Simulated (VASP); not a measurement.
# AlAs (F-43m) in VASP: further runs, part 2 of 2

VASP 6.6.1.

## Step 3: Relaxation of volume and atoms at fixed shape, RPBE

This run uses another cell than the first one, of 22.67 Å³/atom.

INCAR

```
SYSTEM = AlAs
PREC = Accurate ; ENCUT = 500
EDIFF = 1E-7 ; ISMEAR = -1
SIGMA = 0.02 ; LREAL = .FALSE.
LASPH = .TRUE. ; NELM = 120
ALGO = Normal ; ISIF = 8
LWAVE = .FALSE. ; LCHARG = .FALSE.
GGA = RP ; IBRION = 2
NSW = 80 ; EDIFFG = -0.001
GGA_COMPAT = .FALSE. ; NELMIN = 4
```

KPOINTS

```
Automatic mesh
0
G
  5 5 5
  0 0 0
```

POSCAR

```
AlAs
1.0
    0.0000000000      2.8304000000      2.8304000000
    2.8304000000      0.0000000000      2.8304000000
    2.8304000000      2.8304000000      0.0000000000
Al As
1 1
Direct
    0.0000000000      0.0000000000      0.0000000000
    0.7500000000      0.7500000000      0.7500000000
```

Potentials or basis: VASP PAW PBE potentials, release 64 (Al, As).

Started as:

```sh
$ cat potpaw_PBE.64/Al/POTCAR potpaw_PBE.64/As/POTCAR > POTCAR
$ mpirun -np 1 vasp_std > vasp.out
```

OUTCAR:

```text
SYSTEM = AlAs
   PREC = Accurate
   ENCUT = 500
   EDIFF = 1E-7
   ISMEAR = -1
   LREAL = .FALSE.
   LASPH = .TRUE.
   NELM = 120
   ISIF = 8
   GGA = RP
   IBRION = 2
   NSW = 80
   EDIFFG = -0.001
   NELMIN = 4

 ion  position               nearest neighbor table
   1  0.000  0.000  0.000-   2 2.45   2 2.45   2 2.45   2 2.45
   2  0.750  0.750  0.750-   1 2.45   1 2.45   1 2.45   1 2.45

  LATTYP: Found a face centered cubic cell.
 ALAT       =     5.6608000000

  Lattice vectors:

 A1 = (   0.0000000000,   2.8304000000,   2.8304000000)
 A2 = (   2.8304000000,   0.0000000000,   2.8304000000)
 A3 = (   2.8304000000,   2.8304000000,   0.0000000000)

Analysis of symmetry for initial positions (statically):
=====================================================================
 Subroutine PRICEL returns:
 Original cell was already a primitive cell.

 Routine SETGRP: Setting up the symmetry group for a
 face centered cubic supercell.

 Subroutine GETGRP returns: Found 24 space group operations
 (whereof 24 operations were pure point group operations)
 out of a pool of 48 trial point group operations.

The static configuration has the point symmetry T_d .

Analysis of symmetry for dynamics (positions and initial velocities):
=====================================================================
 Subroutine PRICEL returns:
 Original cell was already a primitive cell.

 Routine SETGRP: Setting up the symmetry group for a
 face centered cubic supercell.

 Subroutine GETGRP returns: Found 24 space group operations
 (whereof 24 operations were pure point group operations)
 out of a pool of 48 trial point group operations.

The dynamic configuration has the point symmetry T_d .

 Subroutine INISYM returns: Found 24 space group operations
 (whereof 24 operations are pure point group operations),
 and found     1 'primitive' translations

----------------------------------------------------------------------------------------

                                     Primitive cell

  volume of cell :      45.3496
[... 79 lines left out ...]
   NFREE  =      1    steps in history (QN), initial steepest desc. (CG)
   ISIF   =      8    stress and relaxation
   ISYM   =      2    0-nonsym 1-usesym 2-fastsym
   POTIM  = 0.5000    time-step for ionic-motion
   TEBEG  =    0.0;   TEEND  =   0.0 temperature during run
   PSTRESS=    0.0 pullay stress
   NELECT =       8.0000    total number of electrons
   NUPDOWN=      -1.0000    fix difference up-down
   EMIN   =  10.00;   EMAX   =-10.00  energy-range for DOS
   EFERMI =   0.00;   METHOD = LEGACY
   ISMEAR =    -1;   SIGMA  =   0.02  broadening in eV -4-tet -1-fermi 0-gaus
   EFERMI_NEDOS =   21; number of points for ismear=-14 and -15
   IALGO  =     38    algorithm
   IMIX   =      4    mixing-type and parameters
     AMIX     =   0.40;   BMIX     =  1.00
     AMIX_MAG =   1.60;   BMIX_MAG =  1.00
  volume/ion in A,a.u.               =      22.67       153.02
  Fermi-wavevector in a.u.,A,eV,Ry     =   0.918150  1.735052 11.469706  0.843000
  Thomas-Fermi vector in A             =   2.043199
   LORBIT       =      0    0 simple, 1 ext, 2 COOP (PROOUT), +10 PAW based schemes
   GGA     = RP    functional components
   LHFCALC =     F    Hartree Fock is set to
   AEXX    =    0.0000 exact exchange contribution
   IVDW    =     0    specifies the selected vdW correction
   LEPSILON=     F    determine dielectric tensor
   LRPA    =     F    only Hartree local field effects (RPA)
 conjugate gradient relaxation of ions
 non-spin polarized calculation
  energy-cutoff  :      500.00
  volume of cell :       45.35
 maximum number of plane-waves:      1167
 NGX is ok and might be reduce to    30
   NGX = 15   NGY = 15   NGZ = 15

--------------------------------------- Ionic step        1  -------------------------------------------

 number of electron       8.0000000 magnetization

 Free energy of the ion-electron system (eV)
  ---------------------------------------------------
  ext. energy  EPLUGINS =         0.00000000
  ---------------------------------------------------
  free energy    TOTEN  =        -8.75398647 eV

  energy without entropy =       -8.75398647  energy(sigma->0) =       -8.75398647

 E-fermi :   4.4265     XC(G=0):  -8.9112

 val. band max:        3.9899643732   @ k =   0.0000   0.0000   0.0000
 cond. band min:       5.7079480303   @ k =   0.4000   0.4000   0.0000
 fundamental gap:      1.7179836570
 Fermi energy:         4.4264849305

 k-point     1 :       0.0000    0.0000    0.0000
  band No.  band energies     occupation
      1      -7.8384      2.00000
      2       3.9900      2.00000
      3       3.9900      2.00000
      4       3.9900      2.00000
      5       6.1837      0.00000
      6       8.2970      0.00000
      7       8.2970      0.00000
      8       8.2970      0.00000
[... 276 lines left out ...]
--------------------------------------- Ionic step        6  -------------------------------------------

 number of electron       7.9999999 magnetization

 Free energy of the ion-electron system (eV)
  ---------------------------------------------------
  ext. energy  EPLUGINS =         0.00000000
  ---------------------------------------------------
  free energy    TOTEN  =        -8.78997879 eV

  energy without entropy =       -8.78997879  energy(sigma->0) =       -8.78997879

 E-fermi :   3.9282     XC(G=0):  -8.6709

 val. band max:        3.4968679392   @ k =   0.0000   0.0000   0.0000
 cond. band min:       5.2222425604   @ k =   0.0000   0.0000   0.0000
 fundamental gap:      1.7253746213
 Fermi energy:         3.9281620739

 k-point     1 :       0.0000    0.0000    0.0000
  band No.  band energies     occupation
      1      -8.0068      2.00000
      2       3.4969      2.00000
      3       3.4969      2.00000
      4       3.4969      2.00000
      5       5.2222      0.00000
      6       7.7016      0.00000
      7       7.7016      0.00000
      8       7.7016      0.00000
[... 126 lines left out ...]
  FREE ENERGIE OF THE ION-ELECTRON SYSTEM (eV)
  ---------------------------------------------------
  free  energy   TOTEN  =        -8.7899787856 eV

  energy  without entropy=       -8.7899787856  energy(sigma->0) =       -8.78997879

 reached required accuracy - stopping structural energy minimisation
```

CONTCAR:

```text
AlAs
   1.00000000000000
     0.0000000000000000    2.8873615939242878    2.8873615939242878
     2.8873615939242878    0.0000000000000000    2.8873615939242878
     2.8873615939242878    2.8873615939242878    0.0000000000000000
  Al              As
     1     1
Direct
     0.0000000000000000    1.0000000000000000    1.0000000000000000
     0.7500000000000000    0.7500000000000000    0.7500000000000000

  0.00000000E+00  0.00000000E+00  0.00000000E+00
  0.00000000E+00  0.00000000E+00  0.00000000E+00
```

It took 25 s on 1 thread of Intel Xeon Platinum 8259CL at 2.50GHz (Skylake/Cascade Lake), shared host; peak memory 0.16 GiB.

Results:

```
Free energy                           : -8.7900 eV
Relaxed volume                        : 24.07 Å³/atom
Relaxed cell                          : a = 4.083 Å, b = 4.083 Å, c = 4.083 Å, α = 60.00°, β = 60.00°, γ = 60.00°
Space group after relaxing (to 0.1 Å) : F-43m (No. 216)
Energy gained by relaxing             : 18.0 meV/atom
Ionic steps                           : 6
Pressure after relaxing               : 0.0 GPa
Band gap on the k mesh                : 1.73 eV
```

The path:
| step | energy change (eV) | largest force (eV/Å) | pressure (GPa) | volume (Å³) |
| --- | --- | --- | --- | --- |
| 1 | 0.0000 | 0.0000 | 4.36 | 45.35 |
| 2 | -0.0285 | 0.0000 | -1.69 | 49.52 |
| 3 | -0.0360 | 0.0000 | 0.01 | 48.14 |
| 4 | -0.0360 | 0.0000 | -0.07 | 48.20 |
| 5 | -0.0360 | 0.0000 | 0.02 | 48.13 |
| 6 | -0.0360 | 0.0000 | 0.01 | 48.14 |

Final structure:
```
CELL_PARAMETERS angstrom
0.00000 2.88736 2.88736
2.88736 0.00000 2.88736
2.88736 2.88736 0.00000
ATOMIC_POSITIONS crystal
Al 0.00000 0.00000 0.00000
As 0.75000 0.75000 0.75000
```

Caveat: the PAW data sets were made with another functional, which shifts forces and pressure a little; an odd mesh through Γ misses points on the zone boundary, where band edges can lie. RPBE and its kin give volumes clearly too large for solids.

## Step 4: How close it comes

Step 2. Against the measured gap of AlAs, 2.229 eV (an exciton energy, a little under the gap; 4 K; a printed reference work, data compilation), the calculated 1.73 eV is off by -0.50 eV. Spin-orbit coupling on As is left out. The value is that of RPBE on a finite k mesh, which can miss the band edges, without temperature or zero-point motion. Semilocal functionals fall short of measured gaps as a rule.
